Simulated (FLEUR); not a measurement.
## CdS (Hawleyite) under changes of volume

One of the cells (24.808 Å³/atom); the others are scaled copies at fixed shape and fractional positions:

```
CELL_PARAMETERS angstrom
0.00000 2.91650 2.91650
2.91650 0.00000 2.91650
2.91650 2.91650 0.00000
ATOMIC_POSITIONS crystal
Cd 0.00000 0.00000 0.00000
S 0.75000 0.75000 0.75000
```

| Property | Result |
| --- | --- |
| Program | FLEUR MaX-R8.1 (later development tree) |
| Functional | AM05 |
| Potentials or basis | all-electron |
| Basis | FLAPW |
| Kmax | 5.33 1/bohr |
| k mesh | 8 × 8 × 8 |
| Occupations | fermi-dirac, width 0.05 eV |
| Spin | no spin polarisation |

| volume (Å³/atom) | energy over the lowest point (meV/atom) | gap on the mesh (eV) |
| --- | --- | --- |
| 23.319 | 20.92 | 1.23 |
| 23.815 | 9.54 | 1.19 |
| 24.808 | 0.00 | 1.10 |
| 25.800 | 6.12 | 0.98 |
| 26.296 | ? | ? |

Q: What does the run at 26.296 Å³/atom give?

A: Energy over the lowest point 13.48 meV/atom; gap on the mesh 0.95 eV.

Worked out: A Birch-Murnaghan fit of order 2 (a polynomial in V^(-2/3)) to the other rows has its minimum at 24.88 Å³/atom with B0 = V·E''(V) = 61 GPa. It gives 14.01 meV/atom at 26.296 Å³/atom, against the run's 13.48. A parabola through the other rows of the gap, of slope -3.7 eV per unit of ln V (its deformation potential) there, extrapolates to 0.91 eV, against the run's 0.95.

Energies are extrapolated to zero smearing.

Spin-orbit coupling on Cd is left out.
